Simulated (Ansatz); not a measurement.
# CuO (P4_2/mmc) in Ansatz: equation of state

How stiff is CuO in PBE, and what volume does it want? The cell is scaled to several volumes.

Program: Ansatz 0.2.0. These are calculated values, not measurements. Logs are shortened: lines on timing, memory, paths and dates and some standing lists are left out, and cuts for length are marked.

## 1. The structure

The structure is tetragonal, space group P4_2/mmc (No. 131). Conventional cell: a = 3.422 Å, b = 3.422 Å, c = 4.260 Å, α = 90.00°, β = 90.00°, γ = 90.00°. Cu (site symmetry mmm) has 4 O at 2.02 Å as nearest neighbours. Around O (site symmetry -4m2) lie 4 Cu at 2.02 Å and 2 O at 2.13 Å.

Measurements of this composition are mostly on another form, of space group No. 15.

## 2. Equation of state, PBE

Potentials or basis: all-electron LAPW, scalar-relativistic.

This step only gathers the single runs of the series.

What came out:

* Equilibrium volume: 12.19 Å³/atom
* Bulk modulus at fixed shape and positions: 126 GPa
* Pressure derivative of the bulk modulus: 4.7

Energy against volume, from the lowest point:
```csv
volume (Å³/atom),energy (meV/atom)
11.725,7.36
11.974,1.46
12.224,0.00
12.473,2.49
12.722,8.51
12.972,17.66
13.221,29.59
```

Caveat: the cell was scaled at fixed shape and fractional positions, which overstates the stiffness of a crystal with free parameters, most of all of layers and chains; the run has no spin polarisation, though such a crystal can be magnetic.
